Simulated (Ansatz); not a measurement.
# SiO2 (P3_121): the host for defect calculations, part 3 of 3

Aim: the runs on the perfect crystal SiO2 (P3_121) that a defect calculation needs first.

Ansatz 0.2.0; plane-wave PAW DFT, r2SCAN; relaxation of the host's cell and atoms; PAW set soft_1 (the session's first sound run).

So far. Step 3 (Dielectric tensors of the host): The principal values of the electronic dielectric tensor are 2.49, 2.49 and 2.52. The principal values of the static dielectric tensor are 4.64, 4.64 and 4.86.

## Step 7: Defect free supercell relaxed from displaced atoms

This step: plane-wave PAW DFT, r2SCAN; relaxation of the defect-free supercell from random displacements, a test of the host's stability; PAW set soft_1 (Ansatz 0.2.0).

The input, pristine.rattled/input.yaml:

```yaml
crystal:
  lattice:
    - [9.8422041343, 0.0, 0.0]
    - [-4.9211020672, 8.5235988096, 0.0]
    - [0.0, 0.0, 10.8330695259]
  atoms:
    - { symbol: Si, position: [0.2655143582, 0.2655143582, 0.0] }
    - { symbol: Si, position: [0.0, 0.2344856418, 0.3333333334] }
    - { symbol: Si, position: [0.2344856418, 0.0, 0.1666666666] }
    - { symbol: O, position: [0.1345190254, 0.2066064985, 0.3922921182] }
    - { symbol: O, position: [0.2933935015, 0.4279125269, 0.0589587848] }
    - { symbol: O, position: [0.0720874731, 0.3654809746, 0.2256254514] }
    - { symbol: O, position: [0.2066064985, 0.1345190254, 0.1077078818] }
    - { symbol: O, position: [0.3654809746, 0.0720874731, 0.2743745486] }
    - { symbol: O, position: [0.4279125269, 0.2933935015, 0.4410412152] }
    - { symbol: Si, position: [0.2655143582, 0.2655143582, 0.5] }
    - { symbol: Si, position: [0.0, 0.2344856418, 0.8333333333] }
    - { symbol: Si, position: [0.2344856418, 0.0, 0.6666666666] }
    - { symbol: O, position: [0.1345190254, 0.2066064985, 0.8922921182] }
    - { symbol: O, position: [0.2933935015, 0.4279125269, 0.5589587848] }
    - { symbol: O, position: [0.0720874731, 0.3654809746, 0.7256254514] }
    - { symbol: O, position: [0.2066064985, 0.1345190254, 0.6077078818] }
    - { symbol: O, position: [0.3654809746, 0.0720874731, 0.7743745486] }
    - { symbol: O, position: [0.4279125269, 0.2933935015, 0.9410412152] }
    - { symbol: Si, position: [0.2655143582, 0.7655143582, 0.0] }
    - { symbol: Si, position: [0.0, 0.7344856418, 0.3333333334] }
    - { symbol: Si, position: [0.2344856418, 0.5, 0.1666666666] }
    - { symbol: O, position: [0.1345190254, 0.7066064985, 0.3922921182] }
    - { symbol: O, position: [0.2933935015, 0.9279125269, 0.0589587848] }
    - { symbol: O, position: [0.0720874731, 0.8654809746, 0.2256254514] }
    - { symbol: O, position: [0.2066064985, 0.6345190254, 0.1077078818] }
    - { symbol: O, position: [0.3654809746, 0.5720874731, 0.2743745486] }
    - { symbol: O, position: [0.4279125269, 0.7933935015, 0.4410412152] }
    - { symbol: Si, position: [0.2655143582, 0.7655143582, 0.5] }
    - { symbol: Si, position: [0.0, 0.7344856418, 0.8333333333] }
    - { symbol: Si, position: [0.2344856418, 0.5, 0.6666666666] }
    - { symbol: O, position: [0.1345190254, 0.7066064985, 0.8922921182] }
    - { symbol: O, position: [0.2933935015, 0.9279125269, 0.5589587848] }
    - { symbol: O, position: [0.0720874731, 0.8654809746, 0.7256254514] }
    - { symbol: O, position: [0.2066064985, 0.6345190254, 0.6077078818] }
    - { symbol: O, position: [0.3654809746, 0.5720874731, 0.7743745486] }
    - { symbol: O, position: [0.4279125269, 0.7933935015, 0.9410412152] }
    - { symbol: Si, position: [0.7655143582, 0.2655143582, 0.0] }
    - { symbol: Si, position: [0.5, 0.2344856418, 0.3333333334] }
    - { symbol: Si, position: [0.7344856418, 0.0, 0.1666666666] }
    - { symbol: O, position: [0.6345190254, 0.2066064985, 0.3922921182] }
    - { symbol: O, position: [0.7933935015, 0.4279125269, 0.0589587848] }
    - { symbol: O, position: [0.5720874731, 0.3654809746, 0.2256254514] }
    - { symbol: O, position: [0.7066064985, 0.1345190254, 0.1077078818] }
    - { symbol: O, position: [0.8654809746, 0.0720874731, 0.2743745486] }
    - { symbol: O, position: [0.9279125269, 0.2933935015, 0.4410412152] }
    - { symbol: Si, position: [0.7655143582, 0.2655143582, 0.5] }
    - { symbol: Si, position: [0.5, 0.2344856418, 0.8333333333] }
    - { symbol: Si, position: [0.7344856418, 0.0, 0.6666666666] }
    - { symbol: O, position: [0.6345190254, 0.2066064985, 0.8922921182] }
    - { symbol: O, position: [0.7933935015, 0.4279125269, 0.5589587848] }
    - { symbol: O, position: [0.5720874731, 0.3654809746, 0.7256254514] }
    - { symbol: O, position: [0.7066064985, 0.1345190254, 0.6077078818] }
    - { symbol: O, position: [0.8654809746, 0.0720874731, 0.7743745486] }
    - { symbol: O, position: [0.9279125269, 0.2933935015, 0.9410412152] }
    - { symbol: Si, position: [0.7655143582, 0.7655143582, 0.0] }
    - { symbol: Si, position: [0.5, 0.7344856418, 0.3333333334] }
    - { symbol: Si, position: [0.7344856418, 0.5, 0.1666666666] }
    - { symbol: O, position: [0.6345190254, 0.7066064985, 0.3922921182] }
    - { symbol: O, position: [0.7933935015, 0.9279125269, 0.0589587848] }
    - { symbol: O, position: [0.5720874731, 0.8654809746, 0.2256254514] }
    - { symbol: O, position: [0.7066064985, 0.6345190254, 0.1077078818] }
    - { symbol: O, position: [0.8654809746, 0.5720874731, 0.2743745486] }
    - { symbol: O, position: [0.9279125269, 0.7933935015, 0.4410412152] }
    - { symbol: Si, position: [0.7655143582, 0.7655143582, 0.5] }
    - { symbol: Si, position: [0.5, 0.7344856418, 0.8333333333] }
    - { symbol: Si, position: [0.7344856418, 0.5, 0.6666666666] }
    - { symbol: O, position: [0.6345190254, 0.7066064985, 0.8922921182] }
    - { symbol: O, position: [0.7933935015, 0.9279125269, 0.5589587848] }
    - { symbol: O, position: [0.5720874731, 0.8654809746, 0.7256254514] }
    - { symbol: O, position: [0.7066064985, 0.6345190254, 0.6077078818] }
    - { symbol: O, position: [0.8654809746, 0.5720874731, 0.7743745486] }
    - { symbol: O, position: [0.9279125269, 0.7933935015, 0.9410412152] }
basis:
  ecutwfc: 500
  xc_grid: 2
hamiltonian:
  xc: r2scan
  pseudopotentials: { kind: paw, azcp: { folder: soft_1 } }
kpoints:
  mp_grid: { grid: [1, 1, 1], shift: [0.25, 0.25, 0.25] }
scf:
  occupations: { method: fermi_dirac, width: 0.01 }
  max_iter: 80
output:
  forces: true
relax:
  f_tol: 0.01
  max_steps: 120
  random_displacement: { amplitude: 0.08, seed: 8268 }
checkpoint:
  write: "../pristine.rattled.run"
  compress: false
  write_wavefunctions: false
  write_every: 100000
```

Launch:

```bash
> ansatz run input.yaml --threads 8 --pin off --max-ram 22609MiB --backend cpu --events-out ev --progress --plain --runs-dir out
```

Numbers of over 12 decimals in the logs are rounded to 6 here.

The program printed:

```text
[...]
Crystal: 72 atoms, lattice volume = 908.797 Å³
Basis set: ecut = 500 eV, 23025 PW (Γ), exchange–correlation on 144×144×160 points (8 copies of the dense FFT grid, shifted against one another)
Bands: 264, of which v1, the nominal top of the filled ones, is band 192 counted from 1 (191 counted from 0)
Symmetry: 1 space group operations
k-points: 1
[...]
SCF iter   1: F=—  HF=-42746.151906 eV  |F-HF|=—  |Δ(HF+E_count)|=         —  Δρ=1.33e-1  dr2=1.47e2  dr2_τ=1.70e1  ethr=3.10e-3  ⟨swp⟩=6.0  Hψ=1178  notcnv=0  defer=40
[...]
SCF iter   9: F=-42715.111482 eV  HF=-42715.111482 eV  |F-HF|=7.94e-8  |Δ(HF+E_count)|=   2.42e-6  Δρ=6.41e-6  dr2=3.10e-7  dr2_τ=4.52e-8  ethr=6.51e-10  ⟨swp⟩=5.0  Hψ=895  notcnv=0
SCF 1 converged in 9 iterations: F = -42715.111482 eV  dr2 = 3.10e-7
[...]
relax step   1: F+E_penalty+E_count = -42715.11148153 eV  Δ(F+E_penalty+E_count) = +0.000e0 eV  max|allowed force component| = 6.389e0 eV/Å  Δτ_max = 0.0000 Å  (9 SCF iters, dr2 threshold 2.50e-6 eV, accepted)
[...]
relax step   2: F+E_penalty+E_count = -42719.50760133 eV  Δ(F+E_penalty+E_count) = -4.396e0 eV  max|allowed force component| = 3.526e0 eV/Å  Δτ_max = 0.0527 Å  (6 SCF iters, dr2 threshold 1.00e-4 eV, accepted)
relax step   3: F+E_penalty+E_count = -42722.40522578 eV  Δ(F+E_penalty+E_count) = -2.898e0 eV  max|allowed force component| = 8.724e-2 eV/Å  Δτ_max = 0.0923 Å  (6 SCF iters, dr2 threshold 1.00e-4 eV, accepted)
relax step   4: F+E_penalty+E_count = -42722.41527945 eV  Δ(F+E_penalty+E_count) = -1.005e-2 eV  max|allowed force component| = 3.645e-3 eV/Å  Δτ_max = 0.0302 Å  (8 SCF iters, dr2 threshold 4.76e-7 eV, accepted)
[...]
SCF iter   2: F=-42722.415279 eV  HF=-42722.415279 eV  |F-HF|=1.19e-9  |Δ(HF+E_count)|=   3.18e-9  Δρ=1.52e-6  dr2=1.69e-8  dr2_τ=1.12e-9  ethr=1.59e-11  ⟨swp⟩=3.0  Hψ=603  notcnv=0
SCF 5 converged in 2 iterations: F = -42722.415279 eV  dr2 = 1.69e-8
relax step   5: F+E_penalty+E_count = -42722.41527946 eV  Δ(F+E_penalty+E_count) = -8.025e-9 eV  max|allowed force component| = 3.649e-3 eV/Å  Δτ_max = 0.0000 Å  (2 SCF iters, accepted)
[...]
SCF iter   2: F=-42722.415279 eV  HF=-42722.415279 eV  |F-HF|=5.53e-10  |Δ(HF+E_count)|=  1.89e-10  Δρ=8.26e-7  dr2=5.60e-9  dr2_τ=3.31e-10  ethr=4.40e-12  ⟨swp⟩=3.0  Hψ=482  notcnv=0
SCF 6 converged in 2 iterations: F = -42722.415279 eV  dr2 = 5.60e-9
SCF converged after 2 iterations
Free energy (F): -42722.415279 eV
[...]
Internal energy: -42722.415279 eV  (E = F + TS)
E sigma→0 (E₀):  -42722.415279 eV
Fermi energy:    5.703543 eV
[...]
--- Forces (eV/Å), atoms counted from 1 ---
  atom   1  Si     0.00147802    -0.00000599     0.00022130
  atom   2  Si    -0.00086011     0.00218714    -0.00001624
  atom   3  Si     0.00071858     0.00166675    -0.00043550
  atom   4  O      0.00051108    -0.00204743     0.00163088
  atom   5  O     -0.00153545     0.00248068     0.00172994
  atom   6  O      0.00195532     0.00025551     0.00106761
  atom   7  O      0.00023888     0.00330622    -0.00059672
  atom   8  O      0.00167909    -0.00187189    -0.00346400
  atom   9  O     -0.00025995    -0.00152725    -0.00126175
  atom  10  Si     0.00163469    -0.00142031    -0.00120861
  atom  11  Si    -0.00066600     0.00054167    -0.00081362
  atom  12  Si     0.00162072    -0.00157938     0.00015667
  atom  13  O      0.00250373    -0.00123950     0.00197597
  atom  14  O      0.00071606     0.00080449     0.00034411
  atom  15  O      0.00037129    -0.00034120    -0.00157488
  atom  16  O     -0.00022093     0.00047585    -0.00060688
  atom  17  O     -0.00093224    -0.00181793    -0.00117413
  atom  18  O     -0.00194770     0.00361029    -0.00087653
  atom  19  Si    -0.00000762    -0.00134347    -0.00244097
  atom  20  Si    -0.00119628     0.00284022     0.00049752
  atom  21  Si     0.00226626     0.00328611     0.00168431
  atom  22  O      0.00036788     0.00004497     0.00077869
  atom  23  O     -0.00201384     0.00055069    -0.00199397
  atom  24  O     -0.00050453     0.00237154     0.00027759
  atom  25  O     -0.00206450     0.00218420     0.00172635
  atom  26  O     -0.00300880    -0.00257108    -0.00263683
  atom  27  O     -0.00097565     0.00083777     0.00116463
  atom  28  Si    -0.00018360    -0.00087786    -0.00135640
  atom  29  Si    -0.00131396    -0.00067711    -0.00217111
  atom  30  Si     0.00023615    -0.00071074    -0.00238576
  atom  31  O      0.00214167    -0.00366827     0.00052425
  atom  32  O     -0.00035051     0.00062857     0.00345591
  atom  33  O      0.00125343    -0.00076611    -0.00000573
  atom  34  O      0.00092108    -0.00042164    -0.00135064
  atom  35  O     -0.00149141    -0.00111465    -0.00095878
  atom  36  O     -0.00130711    -0.00230813     0.00226103
  atom  37  Si     0.00065773    -0.00097123    -0.00223572
  atom  38  Si     0.00141462    -0.00033595     0.00084491
  atom  39  Si     0.00188120    -0.00123257    -0.00026223
  atom  40  O      0.00095556    -0.00327998     0.00183022
[...]
atom  61  O     -0.00102094     0.00077064    -0.00066080
  atom  62  O     -0.00161301     0.00103332    -0.00317374
  atom  63  O     -0.00036547     0.00033465     0.00110727
  atom  64  Si     0.00126849    -0.00053368     0.00090561
  atom  65  Si    -0.00037311    -0.00088122    -0.00050202
  atom  66  Si    -0.00116240    -0.00056046    -0.00086384
  atom  67  O      0.00228474    -0.00207844    -0.00027516
  atom  68  O     -0.00317028     0.00111747     0.00234119
  atom  69  O      0.00037934     0.00037001     0.00065827
  atom  70  O     -0.00077336     0.00165696     0.00242255
  atom  71  O      0.00114166    -0.00228120    -0.00120163
  atom  72  O     -0.00203926     0.00006533    -0.00031508
  max |Σ_I F_I| component: 1.21e-3 eV/Å
--- Relaxed structure (5 steps of the walk, 5 accepted, 0 SCFs on fresh bases) ---
  F+E_penalty+E_count = -42722.41527946 eV   max|allowed force component| = 3.649e-3 eV/Å
  atoms:
    - { symbol: Si, position: [0.266485, 0.264953, -0.000162] }
    - { symbol: Si, position: [0.000936, 0.234519, 0.333158] }
    - { symbol: Si, position: [0.235476, -0.000342, 0.166736] }
    - { symbol: O, position: [0.135685, 0.206989, 0.392111] }
    - { symbol: O, position: [0.294694, 0.427392, 0.058956] }
    - { symbol: O, position: [0.072833, 0.365024, 0.225055] }
    - { symbol: O, position: [0.207104, 0.133673, 0.107382] }
    - { symbol: O, position: [0.365898, 0.072285, 0.274851] }
    - { symbol: O, position: [0.429270, 0.294375, 0.440877] }
    - { symbol: Si, position: [0.266698, 0.266050, 0.499849] }
    - { symbol: Si, position: [0.001144, 0.234505, 0.833206] }
    - { symbol: Si, position: [0.235682, 0.000245, 0.666256] }
    - { symbol: O, position: [0.135730, 0.206554, 0.891937] }
    - { symbol: O, position: [0.294395, 0.428330, 0.558904] }
    - { symbol: O, position: [0.073235, 0.365790, 0.725700] }
    - { symbol: O, position: [0.207991, 0.134985, 0.607517] }
    - { symbol: O, position: [0.366707, 0.072041, 0.773971] }
    - { symbol: O, position: [0.428937, 0.292706, 0.941071] }
    - { symbol: Si, position: [0.267148, 0.765768, -0.000137] }
    - { symbol: Si, position: [0.000848, 0.733826, 0.333175] }
    - { symbol: Si, position: [0.235463, 0.499570, 0.166353] }
    - { symbol: O, position: [0.135311, 0.705966, 0.392285] }
    - { symbol: O, position: [0.295386, 0.928001, 0.059420] }
    - { symbol: O, position: [0.073064, 0.864531, 0.225254] }
    - { symbol: O, position: [0.207865, 0.634108, 0.107087] }
    - { symbol: O, position: [0.366107, 0.571741, 0.274354] }
    - { symbol: O, position: [0.428888, 0.793356, 0.440798] }
    - { symbol: Si, position: [0.266558, 0.765541, 0.499877] }
    - { symbol: Si, position: [0.001498, 0.735096, 0.833221] }
    - { symbol: Si, position: [0.235685, 0.500353, 0.666815] }
    - { symbol: O, position: [0.136266, 0.707542, 0.892072] }
    - { symbol: O, position: [0.294366, 0.928157, 0.558358] }
    - { symbol: O, position: [0.073246, 0.865739, 0.725225] }
    - { symbol: O, position: [0.208037, 0.635123, 0.608048] }
    - { symbol: O, position: [0.366688, 0.572165, 0.774552] }
    - { symbol: O, position: [0.429618, 0.793934, 0.940817] }
    - { symbol: Si, position: [0.766557, 0.265261, -7.523186245791902e-5] }
    - { symbol: Si, position: [0.500899, 0.234908, 0.333205] }
    - { symbol: Si, position: [0.735434, -0.000114, 0.166687] }
    - { symbol: O, position: [0.635678, 0.207375, 0.392088] }
    - { symbol: O, position: [0.794359, 0.427756, 0.058642] }
    - { symbol: O, position: [0.572721, 0.365285, 0.225007] }
    - { symbol: O, position: [0.707565, 0.134452, 0.107811] }
    - { symbol: O, position: [0.866076, 0.071899, 0.274684] }
    - { symbol: O, position: [0.929097, 0.293831, 0.440763] }
    - { symbol: Si, position: [0.766674, 0.265802, 0.499792] }
    - { symbol: Si, position: [0.501230, 0.234248, 0.833198] }
    - { symbol: Si, position: [0.735715, 8.379273089824502e-6, 0.666223] }
    - { symbol: O, position: [0.635702, 0.206201, 0.892055] }
    - { symbol: O, position: [0.794972, 0.428113, 0.559231] }
    - { symbol: O, position: [0.573480, 0.365559, 0.725723] }
    - { symbol: O, position: [0.707599, 0.134318, 0.607162] }
    - { symbol: O, position: [0.866599, 0.072289, 0.774014] }
    - { symbol: O, position: [0.929030, 0.293079, 0.941145] }
    - { symbol: Si, position: [0.767073, 0.765913, -7.305345062978925e-5] }
    - { symbol: Si, position: [0.500813, 0.734185, 0.333140] }
    - { symbol: Si, position: [0.735437, 0.499800, 0.166386] }
    - { symbol: O, position: [0.635389, 0.706395, 0.392123] }
    - { symbol: O, position: [0.794822, 0.928220, 0.058987] }
    - { symbol: O, position: [0.572926, 0.864970, 0.225255] }
    - { symbol: O, position: [0.708174, 0.634768, 0.107547] }
    - { symbol: O, position: [0.866097, 0.571361, 0.274411] }
    - { symbol: O, position: [0.928869, 0.793116, 0.440684] }
    - { symbol: Si, position: [0.766555, 0.765359, 0.499735] }
    - { symbol: Si, position: [0.501488, 0.734716, 0.833161] }
    - { symbol: Si, position: [0.735836, 0.500211, 0.666773] }
    - { symbol: O, position: [0.636130, 0.707037, 0.892139] }
    - { symbol: O, position: [0.794810, 0.927941, 0.558616] }
    - { symbol: O, position: [0.573359, 0.865286, 0.725131] }
    - { symbol: O, position: [0.707726, 0.634458, 0.607544] }
    - { symbol: O, position: [0.866698, 0.572594, 0.774570] }
    - { symbol: O, position: [0.929631, 0.794153, 0.941005] }
```

The job ended after 48 s (8 threads of Arm Neoverse V2, shared host; peak memory 2 GiB; 5.5 min of CPU time).

Step by step:

```tsv
step	energy less that of the first step (eV)	largest force component (eV/Å)
1	0.0000	6.3891
2	-4.3961	3.5261
3	-7.2937	0.0872
4	-7.3038	0.0036
5	-7.3038	0.0036
```

The atoms that moved most (Å, from the sites as typed, ahead of the random displacement, the mean shift of all atoms taken out):

```tsv
atom	dx	dy	dz	length
O8	-0.008	0.002	0.007	0.011
O23	0.008	0.001	0.007	0.010
O24	0.003	-0.008	-0.002	0.009
O9	-0.003	0.008	0.000	0.009
O31	0.001	0.008	-0.001	0.008
O7	-0.002	-0.007	-0.002	0.008
O40	-0.004	0.006	-0.001	0.007
O34	0.000	0.005	0.005	0.007
```

The relaxation ends 101 meV an atom lower than the displaced start, with a largest force component of 0.0036 eV/Å.

## Step 8: Results

```yaml
primitive_cell_vectors_lengths: 4.921, 4.921, 5.417 Å
electronic_dielectric_constant: principal values (2.49, 2.49, 2.52)
static_dielectric_constant: principal values (4.64, 4.64, 4.86)
gap_on_the_k_mesh_of_the_response_run_pbesol: 5.83 eV
supercell_relaxed_in_its_symmetry_less_the_displaced_and_relaxed_one: 0.000 eV
energy_an_atom_at_one_point_at_less_that_on_the_dense_mesh: 0.000 eV
```

What this shows: Step 7: The energy fell by 7.304 eV from the randomly displaced start; against the sites as typed, O8 ends farthest off, by 0.01 Å, once the mean shift is taken out. The displaced cell ends within 0.01 eV of the symmetric one relaxed in its symmetry, so no lower structure shows in this supercell. The k-mesh can miss the band edges, so this gap is an upper bound at this level. All at zero temperature.

[Logs are printed without paths, hosts, clocks, repeated set-up lines and the standing remarks that a program may print on its own settings, such as how far it seeks lower states.]

[Hosts, paths, dates, database ids (printed as entryN), source tags and the programs' standing remarks are cut or masked in the printed files.]

[Runs of the host that timed out are not shown.]

[For some hosts the program warned that the k-mesh of the response run may be too coarse for force constants and the static dielectric constant; such warnings are not always shown.]
